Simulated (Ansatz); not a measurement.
**MgO: a vibration from a frozen displacement**

All numbers below come from Ansatz 0.2.0, DFT PBEsol, scalar-relativistic, plane waves, PAW. The runs took a 420 eV cutoff, a Γ-centred 6×6×6 mesh and Gaussian smearing (0.05 eV). No spin polarisation. Energies are free energies at this smearing, counted from the undisturbed cell; pressure is positive in compression.

Zero of the scan (relaxed at this level):

```xyz
8
Lattice="4.2142 0.0000 0.0000 0.0000 -4.2142 0.0000 0.0000 0.0000 -4.2142" Properties=species:S:1:pos:R:3 pbc="T T T"
Mg    0.0000    0.0000    0.0000
Mg    2.1071   -2.1071    0.0000
Mg    2.1071    0.0000   -2.1071
Mg    0.0000   -2.1071   -2.1071
O     2.1071    0.0000    0.0000
O     0.0000   -2.1071    0.0000
O     0.0000    0.0000   -2.1071
O     2.1071   -2.1071   -2.1071
```

Atom 1 (Mg) is moved by x along the Cartesian unit vector (-0.707, 0.707, 0.000); the cell and all other atoms stay fixed. The cell's volume is 74.84 Å³; the moved atoms weigh 24.305 u together and the others 136.911 u. Some rows repeat others by symmetry and weren't run.

| x (Å) | ΔE (meV/cell) | total force on the moved atoms along the move (eV/Å) | pressure (GPa) |
| --- | --- | --- | --- |
| -0.6000 | 2071.51 | 7.8437 | 10.7127 |
| -0.5250 | 1533.13 | 6.5277 | 8.1838 |
| -0.4500 | 1089.93 | 5.3087 | 5.9899 |
| -0.3750 | 734.08 | 4.1994 | 4.1400 |
| -0.3000 | 457.26 | 3.2004 | 2.6359 |
| -0.2250 | 251.51 | 2.3018 | 1.4739 |
| -0.1500 | 109.93 | 1.4858 | 0.6495 |
| -0.0750 | 27.20 | 0.7279 | 0.1570 |
| 0.0000 | 0.00 | 0.0000 | -0.0068 |
| 0.0750 | 27.20 | -0.7279 | 0.1570 |
| 0.1500 | 109.93 | -1.4858 | 0.6495 |
| 0.2250 | 251.51 | -2.3018 | 1.4739 |
| 0.3000 | 457.26 | -3.2004 | 2.6359 |
| 0.3750 | 734.08 | -4.1994 | 4.1400 |
| 0.4500 | 1089.93 | -5.3087 | 5.9899 |
| 0.5250 | 1533.13 | -6.5277 | 8.1838 |
| 0.6000 | 2071.51 | -7.8437 | 10.7127 |

What frequency belongs to this motion?

The force constant is k = −dF/dx = 9.705 eV/Å², from the parabola through x = -0.0750, 0 and 0.0750. In every cell the moved atoms swing against the rest, so the mass is μ = m₁m₂/(m₁ + m₂) = 20.641 u, and ν̃ = 521.5 cm⁻¹ × √(|k|/μ) = 358 cm⁻¹. The pattern needn't be a normal mode: ν̃² is then a weighted mean of the squared nonzero frequencies at the zone centre of this cell, taken without macroscopic field, so it lies between the lowest and the highest of them.

How far does the harmonic law reach?

At x = -0.600 Å, kx²/2 = 1746.95 meV against the computed 2071.51 meV (+18.6 %): the well stiffens in this direction at large amplitude.

The pressure changes with x². What does that say about the frequency under compression?

With E = k(V)x²/2, k ∝ V^(−2γ) and x scaling with the cell as V^(1/3), P − P0 = −∂E/∂V = (2γ − 2/3) ΔE/V. At x = 0.1500 Å, V(P − P0) = 74.84 × 0.65636 / 160.2 eV = 306.60 meV and ΔE = 109.93 meV, so γ = 1/3 + V(P − P0)/(2ΔE) = 1.73. This is the Grüneisen parameter of the motion under uniform scaling of the cell: shrinking the cell evenly by 1 % in volume raises the frequency by about 1.73 %.

The displaced magnesium atom, one of four in the cell, sits in a well that is nearly harmonic at small displacements and stiffens further out. In an ionic picture, the restoring force comes from short-range repulsion between closed shells, since electrostatics alone wouldn't hold the cation at its site. Moving along this direction pushes Mg towards two oxygens at once, and the steep rise of that repulsion outweighs the loosening of the contacts behind. The same steepness explains the positive Grüneisen parameter: shorter Mg–O contacts mean stiffer ones.

The 358 cm⁻¹ shouldn't be read as the infrared-active transverse optical frequency of MgO. Shifting one of the four cations mixes that mode with zone-boundary vibrations of the primitive lattice, including acoustic branches, which probably pull the average down. Because the site is cubic, the harmonic force constant is the same in every direction, but the anharmonic stiffening needn't be, so the large-amplitude result holds only for the path scanned.
